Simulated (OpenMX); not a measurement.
# Pb in OpenMX: convergence with Kgrid

Pb:

```
Pb
1.0
     0.01972    2.44899    2.49288
     2.50602    0.00547    2.50713
     2.49177    2.44899    0.01972
Pb
1
Direct
  0.92625 0.05627 0.05010
```

The cell isn't the ideal one: cell strained at random at fixed volume.

| Quantity | Value |
| --- | --- |
| Program | OpenMX 3.8.5 |
| Task | convergence study |
| Functional | PBE |
| Potentials or basis | OpenMX 2013 PBE set, Pb8.0-s3p2d2, grid cutoff 500 Ry |
| k mesh | 1 × 1 × 1 |
| Occupations | fermi-dirac, width 0.05 eV |
| Spin | no spin polarisation |

These are the settings of the first run; the series varies Kgrid, with any setting tied to it.

Hardware: 1 thread of Arm Neoverse V2, on a shared host.

| Kgrid | energy less the tightest run, at zero smearing (meV/atom) | pressure (GPa) | SCF cycles | CPU time (s) | peak memory (GiB) |
| --- | --- | --- | --- | --- | --- |
| 1 1 1 | 11573.62 | 63.39 | 20 | 45 | 0.9 |
| 3 3 3 | 261.78 | 1.92 | 15 | 39 | 0.91 |
| 5 5 5 | 29.83 | 2.87 | 15 | 40 | 0.91 |
| 7 7 7 | -10.21 | 3.87 | 14 | 39 | 0.91 |
| 9 9 9 | -17.43 | 3.22 | 15 | 43 | 0.91 |
| 11 11 11 | -4.54 | 3.16 | 15 | 47 | 0.91 |
| 13 13 13 | 0.00 | 3.33 | 15 | 53 | 0.91 |

Not settled before the last step: the energy (to 1 meV/atom), the pressure (to 0.1 GPa). The tightest run that finished is the yardstick and may itself not be fully converged.

Caveat, for the tightest run too: the basis of atomic orbitals isn't converged, which shifts pressures, moduli and gaps. The run has no spin-orbit coupling, so splittings on Pb are missing.
